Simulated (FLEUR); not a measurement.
# TePb (Fm-3m) in FLEUR: notebook

The runs below take TePb through equation of state, with PBEsol.

Everything below comes from runs of FLEUR MaX-R8.1 (later development tree). Logs are shortened: lines on timing, memory, paths and dates and some standing lists are left out, and cuts for length are marked.

## 1. The crystal as given

The structure is cubic, space group Fm-3m (No. 225). Conventional cell: a = 6.462 Å, b = 6.462 Å, c = 6.462 Å, α = 90.00°, β = 90.00°, γ = 90.00°. Around Pb (site symmetry m-3m) lie 6 Te at 3.23 Å. Around Te (site symmetry m-3m) lie 6 Pb at 3.23 Å.

## 2. Equation of state, PBEsol, 31.71 Å³/atom (volume scaled by 0.94)

The input, inp.xml:

```xml
<?xml version="1.0" encoding="UTF-8" standalone="no"?>
<fleurInput fleurInputVersion="0.39">
   <comment>
      TePb                                                                                                
   </comment>
   <calculationSetup>
      <cutoffs Kmax="4.1" Gmax="12.7" GmaxXC="12.7" numbands="0"/>
      <scfLoop itmax="60" minDistance="0.00001" maxIterBroyd="15" imix="Anderson" alpha="0.05" precondParam="0.0" spinf="2.0" sdNocoIR="T"/>
      <coreElectrons ctail="T" frcor="F" kcrel="0" coretail_lmax="0"/>
      <xcFunctional name="PBEs" relativisticCorrections="F"/>
      <magnetism jspins="1"/>
      <soc l_soc="F" theta="0.0" phi="0.0" spav="F"/>
      <expertModes spex="0" secvar="F"/>
      <geometryOptimization l_f="F" forcealpha="1.0" forcemix="BFGS" epsdisp="0.00001" epsforce="0.00001"/>
      <ldaU l_linMix="F" mixParam="0.05" spinf="1.0"/>
   </calculationSetup>
   <cell>
      <bzIntegration valenceElectrons="42.0" mode="hist" fermiSmearingEnergy="0.00183747">
         <kPointListSelection listName="default-1"/>
         <!-- k-points included here -->
         <xi:include xmlns:xi="http://www.w3.org/2001/XInclude" href="kpts.xml"> </xi:include>
      </bzIntegration>
      <!-- symmetry operations included here -->
      <xi:include xmlns:xi="http://www.w3.org/2001/XInclude" href="sym.xml"> </xi:include>
      <bulkLattice scale="0.9795861087">
         <bravaisMatrix>
            <row-1>    0.0000000000000000     6.1057051085825993     6.1057051085825993</row-1>
            <row-2>    6.1057051085825993     0.0000000000000000     6.1057051085825993</row-2>
            <row-3>    6.1057051085825993     6.1057051085825993     0.0000000000000000</row-3>
         </bravaisMatrix>
      </bulkLattice>
   </cell>
   <atomSpecies>
      <species name="Lead (Pb)" element="Pb" atomicNumber="82">
         <mtSphere radius="2.66" gridPoints="879" logIncrement="0.015"/>
         <atomicCutoffs lmax="10" lnonsphr="10"/>
         <electronConfig flipSpins="F">
            <coreConfig>(1s1/2) (2s1/2) (2p1/2) (2p3/2) (3s1/2) (3p1/2) (3p3/2) (4s1/2) (3d3/2) (3d5/2) (4p1/2) (4p3/2) (4d3/2) (4d5/2) (4f5/2) (4f7/2) (5s1/2)</coreConfig>
            <valenceConfig>(5p1/2) (5p3/2) (6s1/2) (5d3/2) (5d5/2) (6p1/2) (6p3/2)</valenceConfig>
            <stateOccupation state="(6p1/2)" spinUp="0.333333" spinDown="0.333333"/>
            <stateOccupation state="(6p3/2)" spinUp="0.666667" spinDown="0.666667"/>
         </electronConfig>
         <energyParameters s="6" p="6" d="5" f="5"/>
         <lo type="SCLO" l="1" n="5" eDeriv="0"/>
         <lo type="SCLO" l="1" n="5" eDeriv="1"/>
         <lo type="SCLO" l="0" n="6" eDeriv="2"/>
         <lo type="SCLO" l="2" n="5" eDeriv="2"/>
         <lo type="SCLO" l="3" n="5" eDeriv="2"/>
      </species>
      <species name="Tellurium (Te)" element="Te" atomicNumber="52">
         <mtSphere radius="2.66" gridPoints="879" logIncrement="0.015"/>
         <atomicCutoffs lmax="10" lnonsphr="10"/>
         <electronConfig flipSpins="F">
            <coreConfig>(1s1/2) (2s1/2) (2p1/2) (2p3/2) (3s1/2) (3p1/2) (3p3/2) (4s1/2) (3d3/2) (3d5/2)</coreConfig>
            <valenceConfig>(4p1/2) (4p3/2) (5s1/2) (4d3/2) (4d5/2) (5p1/2) (5p3/2)</valenceConfig>
            <stateOccupation state="(5p1/2)" spinUp="0.666667" spinDown="0.666667"/>
            <stateOccupation state="(5p3/2)" spinUp="1.333333" spinDown="1.333333"/>
         </electronConfig>
         <energyParameters s="5" p="5" d="5" f="4"/>
         <lo type="SCLO" l="1" n="4" eDeriv="0"/>
         <lo type="SCLO" l="1" n="4" eDeriv="1"/>
         <lo type="SCLO" l="2" n="4" eDeriv="0"/>
         <lo type="SCLO" l="2" n="4" eDeriv="1"/>
         <lo type="SCLO" l="0" n="5" eDeriv="2"/>
         <lo type="SCLO" l="3" n="4" eDeriv="2"/>
      </species>
   </atomSpecies>
   <atomGroups>
      <atomGroup species="Lead (Pb)">
         <relPos label="                   1">.0000000000 .0000000000 .0000000000</relPos>
         <force calculate="T" relaxXYZ="TTT"/>
      </atomGroup>
      <atomGroup species="Tellurium (Te)">
         <relPos label="                   2">1.000/2.000 1.000/2.000 1.000/2.000</relPos>
         <force calculate="T" relaxXYZ="TTT"/>
      </atomGroup>
   </atomGroups>
   <output dos="F" band="F" slice="F">
      <checks vchk="F" cdinf="F"/>
      <bandDOS minEnergy="-.5*Htr" maxEnergy="0.5*Htr" sigma="0.015" storeEVData="T"/>
      <vacuumDOS vacdos="F" integ="F" star="F" nstars="0" locx1="0.0" locy1="0.0" locx2="0.0" locy2="0.0" nstm="0" tworkf="0.0"/>
      <unfoldingBand unfoldBand="F" supercellX="1" supercellY="1" supercellZ="1"/>
      <plotting iplot="0" polar="F">
         <plot TwoD="T" vec1="  1.0  0.0  0.0" vec2="  0.0  1.0  0.0" vec3="  0.0  0.0  1.0" zero="  0.0  0.0  0.0" file="plot"/>
      </plotting>
      <chargeDensitySlicing numkpt="0" minEigenval="0.0" maxEigenval="0.0" nnne="0" pallst="F"/>
      <specialOutput eonly="F"/>
      <moessbauerParams electricFieldGradient="T" isomerShift="T" coreHyperfine="T" valenceHyperfine="T"/>
      <magneticCircularDichroism mcd="F" energyLo="-10.0" energyUp="0.0"/>
   </output>
  <!-- We include the file relax.xml here to enable relaxations (see documentation) -->
  <xi:include xmlns:xi="http://www.w3.org/2001/XInclude" href="relax.xml"> <xi:fallback/> </xi:include>
</fleurInput>
```

Potentials or basis: all-electron, FLAPW.

The run is started by

```sh
> inpgen -f crystal.txt -profile fastHighL
> # inp.xml edited to the form shown
> fleur_MPI
```

Log:

```text
Welcome to FLEUR        (www.flapw.de)
      MaX-Release 8.1          (www.max-centre.eu)

 ========== k-point set info ==========
 Selected k-point list: default-1
 k-point list type: mesh
 7 x 7 x 7
 Number of k points: 20

 ------------Calculation Setup---------------------------
 Number of MPI-tasks      :            1
 Number of PE/node        :            1
 Number of OMP-threads    :            1
 Most efficient MPI parallelization for:
           1           2           4           5          10          20
 Additional eigenvalue parallelization possible
 Number of basis functions:          615
 Approximate size of matrices (H+S) per k-point:         0.006 GB
 --------------------------------------------------------
 Iteration:     1   Distance:       8.53023472 me/bohr^3
 Iteration:     2   Distance:       8.00118855 me/bohr^3
 Iteration:     3   Distance:       3.10838839 me/bohr^3
 Iteration:     4   Distance:       0.78788881 me/bohr^3
 Iteration:     5   Distance:       0.62624840 me/bohr^3
 Iteration:     6   Distance:       0.06063965 me/bohr^3
 Iteration:     7   Distance:       0.03062844 me/bohr^3
 Iteration:     8   Distance:       0.01018401 me/bohr^3
 Iteration:     9   Distance:       0.00293317 me/bohr^3
 Iteration:    10   Distance:       0.00057269 me/bohr^3
 Iteration:    11   Distance:       0.00043377 me/bohr^3
 Iteration:    12   Distance:       0.00007446 me/bohr^3
 Iteration:    13   Distance:       0.00001710 me/bohr^3
 Iteration:    14   Distance:       0.00000616 me/bohr^3

 ********************************************************************
 Run finished successfully
 Stop message:
   all done
 ********************************************************************
```

out.xml (last iteration):

```text
<iteration numberForCurrentRun="   14" overallNumber="   14">
         <energyParameters units="Htr">
            <atomicEP atomType="1" spin="1" branch="6s" branchLowest="-4.88" branchHighest="0.56" value="-0.0697245129"/>
            <atomicEP atomType="1" spin="1" branch="6p" branchLowest="-2.73" branchHighest="1.40" value="0.2106114332"/>
            <atomicEP atomType="1" spin="1" branch="5d" branchLowest="-14.32" branchHighest="-0.30" value="-0.3307771415"/>
            <atomicEP atomType="1" spin="1" branch="5f" branchLowest="-4.47" branchHighest="1.86" value="0.5488749878"/>
            <loAtomicEP atomType="1" spin="1" branch="5p" branchLowest="-23.24" branchHighest="-2.73" value="-2.7990176386"/>
            <loAtomicEP atomType="1" spin="1" branch="5p" branchLowest="-23.24" branchHighest="-2.73" value="-2.7990176386"/>
            <loAtomicEP atomType="1" spin="1" branch="6s" branchLowest="-4.88" branchHighest="0.56" value="-0.0697245129"/>
            <loAtomicEP atomType="1" spin="1" branch="5d" branchLowest="-14.32" branchHighest="-0.30" value="-0.3623485896"/>
            <loAtomicEP atomType="1" spin="1" branch="5f" branchLowest="-4.47" branchHighest="1.86" value="0.5488623743"/>
            <atomicEP atomType="2" spin="1" branch="5s" branchLowest="-5.59" branchHighest="0.32" value="-0.1562979913"/>
            <atomicEP atomType="2" spin="1" branch="5p" branchLowest="-3.75" branchHighest="0.94" value="0.1424196411"/>
            <atomicEP atomType="2" spin="1" branch="5d" branchLowest="-1.07" branchHighest="2.04" value="0.3892121534"/>
            <atomicEP atomType="2" spin="1" branch="4f" branchLowest="-9.99" branchHighest="1.55" value="0.5472855471"/>
            <loAtomicEP atomType="2" spin="1" branch="4p" branchLowest="-29.06" branchHighest="-3.75" value="-3.7639431150"/>
            <loAtomicEP atomType="2" spin="1" branch="4p" branchLowest="-29.06" branchHighest="-3.75" value="-3.7639431150"/>
            <loAtomicEP atomType="2" spin="1" branch="4d" branchLowest="-20.12" branchHighest="-1.07" value="-1.0832673210"/>
            <loAtomicEP atomType="2" spin="1" branch="4d" branchLowest="-20.12" branchHighest="-1.07" value="-1.0832673210"/>
            <loAtomicEP atomType="2" spin="1" branch="5s" branchLowest="-5.59" branchHighest="0.32" value="-0.1562979913"/>
            <loAtomicEP atomType="2" spin="1" branch="4f" branchLowest="-9.99" branchHighest="1.55" value="0.5472856644"/>
         </energyParameters>
         <eigenvalues>
            <eigenvaluesAt spin="1" ikpt="1" k_x="0.00000000" k_y="0.00000000" k_z="0.00000000">
                      -3.7523302615       -3.7523302615       -3.7523302615       -2.7337540333       -2.7337540333
                      -2.7337540333       -1.0865843670       -1.0865843670       -1.0863074405       -1.0863074405
                      -1.0863074405       -0.3665765838       -0.3665765838       -0.3660041026       -0.3660041026
                      -0.3660041026       -0.2129263011        0.0488217301        0.1912210790        0.1912210790
                       0.1912210790        0.4009034344        0.4009034344        0.4009034344        0.4565034427
                       0.4565034427        0.4565034427        0.5062165472        0.5334938315        0.5461702289
                       0.5461702289        0.9218210704        0.9218210704
            </eigenvaluesAt>
            <eigenvaluesAt spin="1" ikpt="2" k_x="0.00000000" k_y="0.00000000" k_z="0.14285714">
                      -3.7523302311       -3.7523302311       -3.7523302241       -2.7337541026       -2.7337539822
                      -2.7337539822       -1.0865817290       -1.0865817290       -1.0863043430       -1.0863023648
                      -1.0863023648       -0.3667072537       -0.3667072537       -0.3659852309       -0.3658692461
                      -0.3658692461       -0.2059302963        0.0237591671        0.1933029302        0.1933029302
                       0.2058262483        0.3630920926        0.3711280622        0.3711280622        0.4484989702
                       0.4713337245        0.4713337245        0.5614590986        0.5833846324        0.5880960079
[... 56 lines left out ...]
            <state n="3" l="0" j="0.5" energy="-34.9752485931" weight="1.0000000000"/>
            <state n="3" l="1" j="0.5" energy="-30.3677176579" weight="1.0000000000"/>
            <state n="3" l="1" j="1.5" energy="-28.4890867000" weight="2.0000000000"/>
            <state n="4" l="0" j="0.5" energy="-5.5865507580" weight="1.0000000000"/>
            <state n="3" l="2" j="1.5" energy="-20.3552057277" weight="2.0000000000"/>
            <state n="3" l="2" j="2.5" energy="-19.9621776481" weight="3.0000000000"/>
         </coreStates>
         <allElectronCharges>
            <spinDependentCharge spin="1" total="134.0000000" interstitial="3.8478814" mtSpheres="130.1521186"/>
            <totalCharge value="133.9999999977"/>
         </allElectronCharges>
         <moessbauerParams unitsHFF="kG" unitsIS="e/bohr^3" unitsEFG="Htr/bohr^2">
            <coreIsomerShift atomType="1" isTotal="2987072.60083">
               <shell n="1" l="0" isomerShift="2453506.63464"/>
               <shell n="2" l="0" isomerShift="378633.81305"/>
               <shell n="2" l="1" isomerShift="30061.14196"/>
               <shell n="3" l="0" isomerShift="87542.02154"/>
               <shell n="3" l="1" isomerShift="7805.66924"/>
               <shell n="4" l="0" isomerShift="22664.80932"/>
               <shell n="3" l="2" isomerShift="0.00327"/>
               <shell n="4" l="1" isomerShift="1996.87281"/>
               <shell n="4" l="2" isomerShift="0.00091"/>
               <shell n="4" l="3" isomerShift="0.00000"/>
               <shell n="5" l="0" isomerShift="4861.63409"/>
            </coreIsomerShift>
            <coreIsomerShift atomType="2" isTotal="231852.19565">
               <shell n="1" l="0" isomerShift="201377.31654"/>
               <shell n="2" l="0" isomerShift="23972.96825"/>
               <shell n="2" l="1" isomerShift="631.57357"/>
               <shell n="3" l="0" isomerShift="4736.36149"/>
               <shell n="3" l="1" isomerShift="135.35953"/>
               <shell n="4" l="0" isomerShift="998.61624"/>
               <shell n="3" l="2" isomerShift="0.00003"/>
            </coreIsomerShift>
            <isomerShift atomType="1" nucleusRadius="0.0001398" averageDensity="2987658.97917"/>
            <isomerShift atomType="2" nucleusRadius="0.0001189" averageDensity="231970.67202"/>
            <electricFieldGradient atomType="1" VXX="0.00000" VYY="0.00000" VZZ="0.00000" asymParam="0.00000">
            </electricFieldGradient>
            <electricFieldGradient atomType="2" VXX="0.00000" VYY="0.00000" VZZ="0.00000" asymParam="0.00000">
            </electricFieldGradient>
         </moessbauerParams>
         <totalEnergy                                    value="   -27716.6506726121" units="Htr">
            <sumOfEigenvalues                            value="   -17063.7125889513">
               <coreElectrons value="-17010.8652949345"/>
               <valenceElectrons value="-52.8472940167"/>
            </sumOfEigenvalues>
            <densityCoulombPotentialIntegral value="-47869.6355607774"/>
            <densityEffectivePotentialIntegral value="-48604.2168651243"/>
            <chargeDenXCDenIntegral value="-557.9139194412"/>
            <FockExchangeEnergyValence value="0.0000000000"/>
            <FockExchangeEnergyCore value="0.0000000000"/>
            <atomTypeDependentContributions atomType="1">
               <electronNucleiInteractionDifferentMTs value="26460.3724795657"/>
               <MadelungTerm value="-39.8217986779"/>
            </atomTypeDependentContributions>
            <atomTypeDependentContributions atomType="2">
               <electronNucleiInteractionDifferentMTs value="8239.9483311021"/>
               <MadelungTerm value="-24.2806396095"/>
            </atomTypeDependentContributions>
            <tkbTimesEntropy value="0.0000000000"/>
            <freeEnergy value="-27716.6506726121"/>
            <extrapolationTo0K value="-27716.6506726121"/>
         </totalEnergy>
         <densityConvergence units="me/bohr^3">
            <chargeDensity spin="1" distance="0.0000061555"/>
         </densityConvergence>
      </iteration>
```

Wall time 27 s (1 thread of Intel Xeon 6975P-C (Granite Rapids), shared host); peak memory 0.08 GiB.

Results:

```
Free energy                                           : -754208.4869 eV
Valence electrons inside the program's atomic spheres : Pb 17.98; Te 20.17 (radii Pb 2.66, Te 2.66 bohr)
```

Caveat: this odd mesh misses L, where the gap lies, so gap, dielectric constants and Born charges aren't listed.

[end of part 1 of 2]
